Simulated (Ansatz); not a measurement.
Crystal: TiTe.

```
Ti Te
1.0
     0.00000    3.31060    3.31060
     3.31060    0.00000    3.31060
     3.31060    3.31060    0.00000
Ti Te
1 1
Direct
  0.00000 0.00000 0.00000
  0.25000 0.25000 0.25000
```

The cell comes from a database or a generator and needn't be the stable form of this composition.

Base run:

| Item | Value |
| --- | --- |
| Program | Ansatz 0.2.0 |
| Functional | r2SCAN |
| Potentials or basis | Ansatz PAW |
| Cutoff | 500 eV (not typed: the program's choice for these potentials) |
| k mesh | 7 × 7 × 7 |
| Occupations | fermi-dirac, width 0.05 eV |
| Spin | no spin polarisation |
| Hubbard terms | Ti d U = 8 eV |

Its results: band gap on the k mesh none (metal or under the smearing width); pressure -3.5 GPa.

Question: The run is repeated on the same cell with these changes: hubbard terms from Ti d U = 8 eV to Ti d U = 1 eV. What comes out?

Answer: Band gap on the k mesh none (metal or under the smearing width); pressure -6.7 GPa.

Caveats: U without spin polarisation on a metal has little footing; the PAW data sets come from PBE, with cores solved anew for the run's functional, which leaves a small shift of forces and pressure; the U is typed as a test and isn't derived for this compound; the density of states is complete only up to the lowest level of the last band computed.
